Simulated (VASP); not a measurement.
# TiCo: convergence, energy difference of two geometries

TiCo, Pm-3m (no. 221), 2 atoms in the cell. LDA, energy difference of two geometries; PAW potentials Co, Ti_sv (LDA set). VASP 6.6.1.

Wanted: energy difference within 0.125 meV/atom.

What the run is for: energy difference; Accuracy asked: tight; Second geometry: last atom moved by 0.04 A along z, cell strained by +1.5% along z.

The series start from Plane-wave cutoff (eV): 360; Smearing width (eV): 0.03; k-point mesh: 12 × 12 × 12; Precision mode (PREC): Accurate; Electronic threshold (eV): 1e-6; Aspherical gradient terms in the spheres (LASPH): yes. Each series keeps the choices made before it, and each single choice may use up half of a tolerance. Times cover all steps of a run.

## Plane-wave cutoff (eV)

| Plane-wave cutoff (eV) | Energy difference (meV/atom) | Time (s) |
|---|---|---|
| 220 | 18.34 | 19 |
| 280 | 20.93 | 17 |
| 320 | 20.93 | 27 |
| 360 | 21.03 | 32 |
| 410 | 21.23 | 32 |
| 480 | 21.35 | 34 |
| 580 | 21.36 | 37 |
| 720 (reference) | 21.39 | 69 |

## Smearing width (eV)

| Smearing width (eV) | Energy difference (meV/atom) | Time (s) |
|---|---|---|
| 0.15 | 21.70 | 35 |
| 0.1 | 21.68 | 28 |
| 0.07 | 21.62 | 41 |
| 0.05 | 21.48 | 33 |
| 0.03 | 21.35 | 34 |
| 0.02 (reference) | 21.38 | 42 |

## k-point mesh

| k-point mesh | Energy difference (meV/atom) | Time (s) |
|---|---|---|
| 4 × 4 × 4 | 19.81 | 9.6 |
| 5 × 5 × 5 | 20.02 | 9.3 |
| 7 × 7 × 7 | 21.57 | 11 |
| 8 × 8 × 8 | 22.71 | 18 |
| 10 × 10 × 10 | 22.23 | 28 |
| 12 × 12 × 12 | 21.35 | 34 |
| 15 × 15 × 15 | 22.36 | 47 |
| 17 × 17 × 17 | 21.88 | 73 |
| 21 × 21 × 21 (reference) | 21.81 | 118 |

## Precision mode (PREC)

| Precision mode (PREC) | Energy difference (meV/atom) | Time (s) |
|---|---|---|
| Low | 21.64 | 55 |
| SingleN | 21.64 | 50 |
| Normal | 21.81 | 50 |
| Accurate (reference) | 21.81 | 118 |

## Electronic threshold (eV)

| Electronic threshold (eV) | Energy difference (meV/atom) | Time (s) |
|---|---|---|
| 0.001 | 21.81 | 40 |
| 0.0001 | 21.81 | 42 |
| 1e-5 | 21.81 | 46 |
| 1e-6 | 21.81 | 50 |
| 1e-7 | 21.81 | 49 |
| 1e-8 (reference) | 21.81 | 67 |

## Aspherical gradient terms in the spheres (LASPH)

| Aspherical gradient terms in the spheres (LASPH) | Energy difference (meV/atom) | Time (s) |
|---|---|---|
| yes | 21.81 | 40 |
| no | 21.81 | 37 |

## Question

The rows run from the loosest to the tightest (no order: aspherical gradient terms in the spheres). For each series: choose the loosest value from which every tighter one stays within half of the tolerance; where there is no order, keep the first row unless others stay within half of the tolerance and take at least 30 % less time, and then take the fastest.

## Answer

- Plane-wave cutoff (eV): 480
- Smearing width (eV): 0.03
- k-point mesh: 21 × 21 × 21, the tightest run, since the next looser one is off by more than half of the tolerance (convergence isn't shown beyond it)
- Precision mode (PREC): Normal
- Electronic threshold (eV): 0.001
- Aspherical gradient terms in the spheres (LASPH): yes

## All choices together

| Input | Energy difference (meV/atom) | Time (s) |
|---|---|---|
| the program's defaults (naive) | 19.52 | 3.1 |
| chosen settings | 21.81 | 40 |
| reference settings throughout | 21.89 | 256 |

The chosen settings stay within the tolerance of the reference run, but the reference itself isn't shown to be converged in: k-point mesh.

## The input

INCAR:
```
GGA = CA
ISPIN = 2
MAGMOM = 2 1
LORBIT = 11
ISMEAR = -1
SIGMA = 0.03
LWAVE = False
LCHARG = False
ISIF = 2
PREC = Normal
LASPH = True
LREAL = False
ALGO = Normal
EDIFF = 0.001
NELM = 200
GGA_COMPAT = False
ENCUT = 480
LMAXMIX = 4
KPAR = 4
```

KPOINTS:
```
Automatic mesh
0
Gamma
  21 21 21
  0 0 0
```

POSCAR.step1:
```
TiCo
1.0
    2.9861109900      0.0000000000      0.0000000000
    0.0000000000      2.9861109900      0.0000000000
    0.0000000000      0.0000000000      2.9861109900
Co Ti
1 1
Direct
    0.5000000000      0.5000000000      0.5000000000
    0.0000000000      0.0000000000      0.0000000000
```

POSCAR.step2:
```
TiCo
1.0
    2.9861109900      0.0000000000      0.0000000000
    0.0000000000      2.9861109900      0.0000000000
    0.0000000000      0.0000000000      3.0309026548
Co Ti
1 1
Direct
    0.5000000000      0.5000000000      0.5000000000
    0.0000000000      0.0000000000      0.0133953500
```

Commands (each step's output is kept before the next begins):
```
cat potpaw_LDA.64/Co/POTCAR potpaw_LDA.64/Ti_sv/POTCAR > POTCAR
cp POSCAR.step1 POSCAR
mpirun -np 4 vasp_std > vasp.out
cp POSCAR.step2 POSCAR
mpirun -np 4 vasp_std > vasp.out
```

Limits: The moments start parallel; another order may lie lower.

The chosen input took VASP 6.6.1 40 s on 4 cores (Intel Xeon Platinum 8559C (Emerald Rapids)), a shared host.

## An input that fails: tetrahedra on too few k points

VASP's message: IBZKPT: tetrahedron method fails for NKPT<4. NKPT = 1.

k mesh: 12 × 12 × 12 becomes 1 × 1 × 1.

Changes against the starting input:
```
- ISMEAR = -1
- NELM = 200
- KPAR = 4
+ ISMEAR = -5
+ NELM = 62
```
